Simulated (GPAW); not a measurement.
# TePb (Fm-3m) in GPAW: further runs

The runs below take TePb through equation of state, band structure, with OLYP, PW91, RPBE+D4, RPBE+D3.

Everything below comes from runs of GPAW 26.7.0. Logs are shortened: lines on timing, memory, paths and dates and some standing lists are left out, and cuts for length are marked. The log counts tension as positive stress, the text compression.

**What was measured.**

A printed reference work, monograph reports, for a bulk crystal of TePb at 4.2 K: band gap 0.19 eV (direct).

How close the calculation comes is told below.

### Step 1. Starting point

The structure is cubic, space group Fm-3m (No. 225). The conventional cell has a = 6.462 Å, b = 6.462 Å, c = 6.462 Å, α = 90.00°, β = 90.00°, γ = 90.00°. Around Pb (site symmetry m-3m) lie 6 Te at 3.23 Å. Te (site symmetry m-3m) is surrounded by 6 Pb at 3.23 Å.

### Step 2. Equation of state, OLYP

Contents of run.py:

```python
import spglib
from ase import Atoms
from ase.eos import EquationOfState
from ase.io import Trajectory, read
from ase.units import GPa
from gpaw import GPAW, PW, setup_paths

setup_paths.insert(0, '.')

atoms = read('TePb.cif')
cell, positions, numbers = spglib.find_primitive(
    (atoms.cell[:], atoms.get_scaled_positions(), atoms.numbers), symprec=1e-4)
atoms = Atoms(numbers, cell=cell, scaled_positions=positions, pbc=True)

traj = Trajectory('eos.traj', 'w')
volumes, energies = [], []
for x in [0.94, 0.96, 0.98, 1.0, 1.02, 1.04, 1.06]:
    a = atoms.copy()
    a.set_cell(atoms.cell * x**(1 / 3), scale_atoms=True)
    calc = GPAW(mode=PW(600),
                xc='GGA_X_OPTX+GGA_C_LYP',
                kpts={'size': (6, 6, 6), 'gamma': True},
                occupations={'name': 'fermi-dirac', 'width': 0.05},
                nbands=19,
                convergence={'density': 1e-05, 'energy': 1e-05},
                eigensolver='davidson',
                maxiter=150,
                txt=f'eos-{x:.2f}.txt')
    a.calc = calc
    energies.append(a.get_potential_energy(force_consistent=True))
    volumes.append(a.get_volume())
    p = -a.get_stress()[:3].mean() / GPa
    calc.write(f'eos-{x:.2f}.gpw')
    traj.write(a)
    print(f'{x:.2f} {volumes[-1]:10.4f} A^3 {energies[-1]:14.6f} eV {p:9.3f} GPa', flush=True)

v0, e0, B = EquationOfState(volumes, energies, eos='birchmurnaghan').fit()
print(f'V0 = {v0:.4f} A^3, E0 = {e0:.6f} eV, B0 = {B / GPa:.2f} GPa')
```

Contents of TePb.cif:

```cif
data_TePb
_cell_length_a 6.46200000
_cell_length_b 6.46200000
_cell_length_c 6.46200000
_cell_angle_alpha 90.00000000
_cell_angle_beta 90.00000000
_cell_angle_gamma 90.00000000
_space_group_name_H-M_alt 'Fm-3m'
_space_group_name_Hall '-F 4 2 3'
_space_group_IT_number 225
loop_
_space_group_symop_operation_xyz
'x,y,z'
'-x,-y,-z'
'-y,x,z'
'y,-x,-z'
'-x,-y,z'
'x,y,-z'
'y,-x,z'
'-y,x,-z'
'x,-y,-z'
'-x,y,z'
'-y,-x,-z'
'y,x,z'
'-x,y,-z'
'x,-y,z'
'y,x,-z'
'-y,-x,z'
'z,x,y'
'-z,-x,-y'
'z,-y,x'
'-z,y,-x'
'z,-x,-y'
'-z,x,y'
'z,y,-x'
'-z,-y,x'
'-z,x,-y'
'z,-x,y'
'-z,-y,-x'
'z,y,x'
'-z,-x,y'
'z,x,-y'
'-z,y,x'
'z,-y,-x'
'y,z,x'
'-y,-z,-x'
'x,z,-y'
'-x,-z,y'
'-y,z,-x'
'y,-z,x'
'-x,z,y'
'x,-z,-y'
'-y,-z,x'
'y,z,-x'
'-x,-z,-y'
'x,z,y'
'y,-z,-x'
'-y,z,x'
'x,-z,y'
'-x,z,-y'
'x,y+1/2,z+1/2'
'-x,-y+1/2,-z+1/2'
'-y,x+1/2,z+1/2'
[... 62 lines left out ...]
'-z+1/2,-x,-y+1/2'
'z+1/2,-y,x+1/2'
'-z+1/2,y,-x+1/2'
'z+1/2,-x,-y+1/2'
'-z+1/2,x,y+1/2'
'z+1/2,y,-x+1/2'
'-z+1/2,-y,x+1/2'
'-z+1/2,x,-y+1/2'
'z+1/2,-x,y+1/2'
'-z+1/2,-y,-x+1/2'
'z+1/2,y,x+1/2'
'-z+1/2,-x,y+1/2'
'z+1/2,x,-y+1/2'
'-z+1/2,y,x+1/2'
'z+1/2,-y,-x+1/2'
'y+1/2,z,x+1/2'
'-y+1/2,-z,-x+1/2'
'x+1/2,z,-y+1/2'
'-x+1/2,-z,y+1/2'
'-y+1/2,z,-x+1/2'
'y+1/2,-z,x+1/2'
'-x+1/2,z,y+1/2'
'x+1/2,-z,-y+1/2'
'-y+1/2,-z,x+1/2'
'y+1/2,z,-x+1/2'
'-x+1/2,-z,-y+1/2'
'x+1/2,z,y+1/2'
'y+1/2,-z,-x+1/2'
'-y+1/2,z,x+1/2'
'x+1/2,-z,y+1/2'
'-x+1/2,z,-y+1/2'
'x+1/2,y+1/2,z'
'-x+1/2,-y+1/2,-z'
'-y+1/2,x+1/2,z'
'y+1/2,-x+1/2,-z'
'-x+1/2,-y+1/2,z'
'x+1/2,y+1/2,-z'
'y+1/2,-x+1/2,z'
'-y+1/2,x+1/2,-z'
'x+1/2,-y+1/2,-z'
'-x+1/2,y+1/2,z'
'-y+1/2,-x+1/2,-z'
'y+1/2,x+1/2,z'
'-x+1/2,y+1/2,-z'
'x+1/2,-y+1/2,z'
'y+1/2,x+1/2,-z'
'-y+1/2,-x+1/2,z'
'z+1/2,x+1/2,y'
'-z+1/2,-x+1/2,-y'
'z+1/2,-y+1/2,x'
'-z+1/2,y+1/2,-x'
'z+1/2,-x+1/2,-y'
'-z+1/2,x+1/2,y'
'z+1/2,y+1/2,-x'
'-z+1/2,-y+1/2,x'
'-z+1/2,x+1/2,-y'
'z+1/2,-x+1/2,y'
'-z+1/2,-y+1/2,-x'
'z+1/2,y+1/2,x'
'-z+1/2,-x+1/2,y'
'z+1/2,x+1/2,-y'
'-z+1/2,y+1/2,x'
'z+1/2,-y+1/2,-x'
'y+1/2,z+1/2,x'
'-y+1/2,-z+1/2,-x'
'x+1/2,z+1/2,-y'
'-x+1/2,-z+1/2,y'
'-y+1/2,z+1/2,-x'
'y+1/2,-z+1/2,x'
'-x+1/2,z+1/2,y'
'x+1/2,-z+1/2,-y'
'-y+1/2,-z+1/2,x'
'y+1/2,z+1/2,-x'
'-x+1/2,-z+1/2,-y'
'x+1/2,z+1/2,y'
'y+1/2,-z+1/2,-x'
'-y+1/2,z+1/2,x'
'x+1/2,-z+1/2,y'
'-x+1/2,z+1/2,-y'
loop_
_atom_site_label
_atom_site_type_symbol
_atom_site_symmetry_multiplicity
_atom_site_Wyckoff_symbol
_atom_site_fract_x
_atom_site_fract_y
_atom_site_fract_z
_atom_site_occupancy
Pb1 Pb 4 a 0.0000000000 0.0000000000 0.0000000000 1
Te1 Te 4 b 0.5000000000 0.0000000000 0.0000000000 1
```

Potentials or basis: PAW data sets generated in the run's folder for this functional, pw.

Started as:

```sh
$ gpaw-setup -f GGA_X_OPTX+GGA_C_LYP Pb Te
$ OMP_NUM_THREADS=1 python run.py
```

The program printed:

```text
__  _  _
 | _ |_)|_||  |
 |__||  | ||/\| - 26.7.0

Input parameters:
  mode=PW(ecut=600.0),
  convergence={'density': 1e-05, 'energy': 1e-05},
  eigensolver=Davidson(niter=2),
  kpts=MonkhorstPack(size=(6, 6, 6), gamma=True),
  maxiter=150,
  nbands=19,
  occupations=Occupations(name='fermi-dirac', width=0.05),
  xc=XC(name='GGA_X_OPTX+GGA_C_LYP')

Diagonalizing LCAO Hamiltonian
Converting LCAO to pw mode

                 Te

       Pb

Atoms  # Å, Bohr magnetons
|   | symbol |        x |        y |        z |    initial magnetic moments |
|---|--------|----------|----------|----------|-----------------------------|
| 0 |     Pb | 0.000000 | 0.000000 | 0.000000 | ( 0.0000,  0.0000,  0.0000) |
| 1 |     Te | 3.165043 | 3.165043 | 3.165043 | ( 0.0000,  0.0000,  0.0000) |

Unit cell  # Å
| periodic |        x |        y |        z |  lengths |    angles |
|----------|----------|----------|----------|----------|-----------|
|      yes | 0.000000 | 3.165043 | 3.165043 | 4.476046 | 60.000000 |
|      yes | 3.165043 | 0.000000 | 3.165043 | 4.476046 | 60.000000 |
|      yes | 3.165043 | 3.165043 | 0.000000 | 4.476046 | 60.000000 |

Number of symmetries: 48
Symmetry operations  # r_c * U_cc + t_c -> r_c
|    | kind |            matrix            |
|----|------|------------------------------|
|  0 |  σ   |  1, 0, 0,  1, 0,-1,  1,-1, 0 |
|  1 |  C2  |  1, 0, 0,  1,-1, 0,  1, 0,-1 |
|  2 |  E   |  1, 0, 0,  0, 1, 0,  0, 0, 1 |
|  3 |  σ   |  1, 0, 0,  0, 0, 1,  0, 1, 0 |
|  4 |  C4  |  1, 0,-1,  1, 0, 0,  1,-1, 0 |
|  5 |  S6  |  1, 0,-1,  1,-1, 0,  1, 0, 0 |
|  6 |  σ   |  1, 0,-1,  0, 1,-1,  0, 0,-1 |
|  7 |  C3  |  1, 0,-1,  0, 0,-1,  0, 1,-1 |
|  8 |  S6  |  1,-1, 0,  1, 0, 0,  1, 0,-1 |
|  9 |  C4  |  1,-1, 0,  1, 0,-1,  1, 0, 0 |
| 10 |  C3  |  1,-1, 0,  0,-1, 1,  0,-1, 0 |
| 11 |  σ   |  1,-1, 0,  0,-1, 0,  0,-1, 1 |
| 12 |  σ   |  0, 1, 0,  1, 0, 0,  0, 0, 1 |
| 13 |  C4  |  0, 1, 0,  0, 1,-1, -1, 1, 0 |
| 14 |  C3  |  0, 1, 0,  0, 0, 1,  1, 0, 0 |
| 15 |  S6  |  0, 1, 0, -1, 1, 0,  0, 1,-1 |
| 16 |  C2  |  0, 1,-1,  1, 0,-1,  0, 0,-1 |
| 17 |  σ   |  0, 1,-1,  0, 1, 0, -1, 1, 0 |
| 18 |  S4  |  0, 1,-1,  0, 0,-1,  1, 0,-1 |
| 19 |  C4  |  0, 1,-1, -1, 1, 0,  0, 1, 0 |
| 20 |  C3  |  0, 0, 1,  1, 0, 0,  0, 1, 0 |
| 21 |  σ   |  0, 0, 1,  0, 1, 0,  1, 0, 0 |
| 22 |  S6  |  0, 0, 1,  0,-1, 1, -1, 0, 1 |
| 23 |  C4  |  0, 0, 1, -1, 0, 1,  0,-1, 1 |
| 24 |  S4  |  0, 0,-1,  1, 0,-1,  0, 1,-1 |
| 25 |  C3  |  0, 0,-1,  0, 1,-1,  1, 0,-1 |
| 26 |  C2  |  0, 0,-1,  0,-1, 0, -1, 0, 0 |
| 27 |  S6  |  0, 0,-1, -1, 0, 0,  0,-1, 0 |
| 28 |  S4  |  0,-1, 1,  1,-1, 0,  0,-1, 0 |
| 29 |  C4  |  0,-1, 1,  0, 0, 1, -1, 0, 1 |
| 30 |  C2  |  0,-1, 1,  0,-1, 0,  1,-1, 0 |
| 31 |  σ   |  0,-1, 1, -1, 0, 1,  0, 0, 1 |
| 32 |  C3  |  0,-1, 0,  1,-1, 0,  0,-1, 1 |
| 33 |  S6  |  0,-1, 0,  0, 0,-1, -1, 0, 0 |
| 34 |  S4  |  0,-1, 0,  0,-1, 1,  1,-1, 0 |
| 35 |  C2  |  0,-1, 0, -1, 0, 0,  0, 0,-1 |
| 36 |  C2  | -1, 1, 0,  0, 1, 0,  0, 1,-1 |
| 37 |  S6  | -1, 1, 0,  0, 1,-1,  0, 1, 0 |
| 38 |  S4  | -1, 1, 0, -1, 0, 1, -1, 0, 0 |
| 39 |  C3  | -1, 1, 0, -1, 0, 0, -1, 0, 1 |
| 40 |  S6  | -1, 0, 1,  0, 0, 1,  0,-1, 1 |
| 41 |  C2  | -1, 0, 1,  0,-1, 1,  0, 0, 1 |
| 42 |  C3  | -1, 0, 1, -1, 1, 0, -1, 0, 0 |
| 43 |  S4  | -1, 0, 1, -1, 0, 0, -1, 1, 0 |
| 44 |  C2  | -1, 0, 0,  0, 0,-1,  0,-1, 0 |
| 45 |  i   | -1, 0, 0,  0,-1, 0,  0, 0,-1 |
| 46 |  σ   | -1, 0, 0, -1, 1, 0, -1, 0, 1 |
| 47 |  C2  | -1, 0, 0, -1, 0, 1, -1, 1, 0 |

BZ-sampling:
  Number of BZ points: 216
  Number of IBZ points: 16

  Monkhorst-Pack size: [6, 6, 6]
  Monkhorst-Pack shift: [0.08333333333333333, 0.08333333333333333, 0.08333333333333333]

K-points  # in reciprocal-cell coordinates
|     |                                coordinates |     weight |
|-----|--------------------------------------------|------------|
|   0 | (  0.00000000,   0.00000000,   0.00000000) | 0.00462963 |
|   1 | (  0.16666667,   0.16666667,   0.00000000) | 0.02777778 |
|   2 | (  0.16666667,   0.16666667,   0.16666667) | 0.03703704 |
[... 5 lines left out ...]
|   8 | (  0.50000000,   0.33333333,  -0.33333333) | 0.11111111 |
|   9 | (  0.50000000,   0.33333333,  -0.16666667) | 0.05555556 |
| ... |                                            |            |
|  15 | (  0.50000000,   0.50000000,   0.50000000) | 0.01851852 |

Plane wave coefficients: 2138
Cutoff: 600.0 eV

Spin-components: 1 (collinear spins)
Bands:           19
Projectors:      11
Spin-degeneracy: 2
Datatype:        complex128

Parallelization:
  kpt:    1
  domain: 1
  band:   1

Density:
  Valence electrons: 20.0
  Components: 1
  Grid points: [27 27 27]
  Charge: 0.0  # |e|

Potential:
  Grid points: [27 27 27]

species:
  Pb:
    name:    Lead
    Z:       82.0
    valence: 14
    core:    68
    charge:  0.0  # [|e|]
    compensation charges:
      type: gauss
      rc: 0.38  # [Å]
      lmax: 2
    cutoffs:
      filter: 2.36  # [Å]
      core: 2.43  # [Å]
    projectors
    | kind |    occ | energy [eV] | rcut [Å] |
    |------|--------|-------------|----------|
    |   6s |  2.000 |     -11.797 |    1.259 |
    |   6p |  2.000 |      -3.225 |    1.275 |
    |   5d | 10.000 |     -21.429 |    1.217 |
    |    s |        |      15.414 |    1.259 |
    |    p |        |      23.987 |    1.275 |
    |    d |        |       5.782 |    1.217 |

    Using partial waves for Pb as LCAO basis

  Te:
    name:    Tellurium
    Z:       52.0
    valence: 6
    core:    46
    charge:  0.0  # [|e|]
    compensation charges:
      type: gauss
      rc: 0.36  # [Å]
      lmax: 2
    cutoffs:
      filter: 2.09  # [Å]
      core: 3.17  # [Å]
    projectors
    | kind |    occ | energy [eV] | rcut [Å] |
    |------|--------|-------------|----------|
    |   5s |  2.000 |     -14.941 |    1.180 |
    |   5p |  4.000 |      -5.780 |    1.196 |
    |    s |        |      12.270 |    1.180 |
    |    p |        |      21.432 |    1.196 |
    |    d |        |       0.000 |    1.238 |

    Using partial waves for Te as LCAO basis

Reference energy: -752333.336985  # eV

eigensolver:
  Davidson
  Converge bands: occupied
  niter=2

density mixing:
  MSR1-Mixer
  Pratt-step length: 0.05
  Maximum mixing coefficient: 0.75
  Old densities: 10
  SVD Regularization: 0.005
  Good broyden scale: 1.0
  Trust region scale: 1.0
  Backstep threshold: 4.0
  History deletion threshold: 6.0
  Fourier metric: weight=20.0, sigma=0.015

occupation numbers:
  Fermi-Dirac:
    width: 0.0500  # eV

poisson solver:
  ecut: 4800.0  # eV

xc functional:
  name: GGA_X_OPTX+GGA_C_LYP with 2 nearest neighbor stencil

convergence criteria:
- Maximum integral of absolute [dens]ity change: 1e-05 electrons / valence electron
- Maximum [total energy] change in last 3 cyles: 1e-05 eV / valence electron
- Maximum integral of absolute [eigenst]ate change: 4e-08 eV^2 / valence electron
maximum number of iterations: 150

SCF iterations
|iter     | |      energy | eigst |  dens |
|---------|-|-------------|-------|-------|
|iter:   1| |   -6.249643 | -0.07 |       |
|iter:   2| |   -6.237557 | -1.44 | -1.35 |
|iter:   3| |   -6.173434 | -2.02 | -1.39 |
|iter:   4| |   -6.179052 | -3.27 | -1.96 |
|iter:   5| |   -6.180893 | -3.84 | -2.40 |
|iter:   6| |   -6.181032 | -4.67 | -3.15 |
|iter:   7| |   -6.181059c| -5.35 | -3.65 |
|iter:   8| |   -6.181061c| -6.04 | -4.16 |
|iter:   9| |   -6.181061c| -6.89 | -4.69 |
|iter:  10| |   -6.181061c| -7.48c| -5.02c|

Converged in 10 steps
Energy contributions relative to reference atoms: (reference = -752333.336985)

Energy contributions:
  Kinetic:          28.904533
  Coulomb:         -27.656561
  Zero:              0.060810
  External:          0.000000
  Xc:               -7.489835
  Entropy:          -0.000019
  Spinorbit:         0.000000
  ----------------------------
  Free energy:      -6.181071
  Extrapolated:     -6.181061

dipole moment: (-26.587677, -26.587677, -26.587677)  # |e|*Ang

Fermi level: 7.127
Eigenvalues  # (at kpt = [0.000, 0.000, 0.000])
| band index |      eig [eV] | occ [0-2] |
|------------|---------------|-----------|
|          0 |       -10.577 |     2.000 |
|        ... |               |           |
|          2 |       -10.568 |     2.000 |
|          3 |       -10.568 |     2.000 |
|          4 |       -10.568 |     2.000 |
|          5 |        -5.805 |     2.000 |
|          6 |         1.319 |     2.000 |
|          7 |         5.070 |     2.000 |
[... 9 lines left out ...]
|         17 |        14.767 |     0.000 |
|         18 |        14.820 |     0.000 |

Gap: 0.743 eV
Transition (v -> c):
  (s=0, k=15, n=9, [0.50, 0.50, 0.50]) -> (s=0, k=15, n=10, [0.50, 0.50, 0.50])
No difference between direct/indirect transitions

Stress tensor  # eV/Ang^3
|         x |         y |         z |
|-----------|-----------|-----------|
| -0.038713 | -0.000000 |  0.000000 |
| -0.000000 | -0.038713 |  0.000000 |
|  0.000000 |  0.000000 | -0.038713 |

# Writing to eos-0.94.gpw (mode='')
```

Run time: 76 s. Hardware: 1 thread of Intel Xeon 6975P-C (Granite Rapids), shared host; peak memory 0.25 GiB.

Results:

```yaml
Equilibrium_volume: "36.63 Å³/atom (rough: see the caveat)"
Bulk_modulus: 31 GPa (rough)
```

Energy against volume, from the lowest point:
```
volume (Å³/atom)  energy (meV/atom)
          31.706              81.16
          32.380              57.49
          33.055              38.46
          33.730              23.59
          34.404              12.47
          35.079               4.72
          35.753               0.00
```

Caveat: the minimum lies outside the volumes run. Spin-orbit coupling is left out, which matters for the levels of Pb, Te.

[end of part 1 of 2]
